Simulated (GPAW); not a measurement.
Runs of GPAW 26.7.0 on Ir. The structure is hexagonal, space group P6_3/mmc (No. 194). The conventional cell has a = 2.751 Å, b = 2.751 Å, c = 4.462 Å, α = 90.00°, β = 90.00°, γ = 120.00°. Ir (site symmetry -6m2) is surrounded by 12 Ir at 2.74 to 2.75 Å. This isn't the form of Ir at room conditions, which is fcc.

```tsv
level	gap on the mesh (eV)	pressure (GPa)	relaxed volume (Å³/atom)
PBEsol+D4	none	-0.1	(a)
PBEsol+D3	none	0.0	13.81
PBEsol+D3(BJ)	none	0.0	13.81
PBEsol+D3(BJ)+ATM	none	-0.1	13.89
PBEsol	none	-0.1	14.11
```

Alike in all rows: task relaxation of cell and atoms; potentials or basis PAW data sets generated in the run's folder for this functional, pw; no spin polarisation; cell relaxed; k mesh 8 × 8 × 5; cutoff (eV) 600; smearing fermi-dirac 0.05 eV.

Problem. Fill in the values left out.

Solution. (a) 13.91.

Caveats: later steps reuse the first step's grids; pairwise dispersion overbinds metals, which lowers pressure and volume (some runs).

A k mesh can miss the band edges, and the runs leave out spin-orbit coupling on Ir.

A gap of «none» marks a metal or a gap under the smearing width.
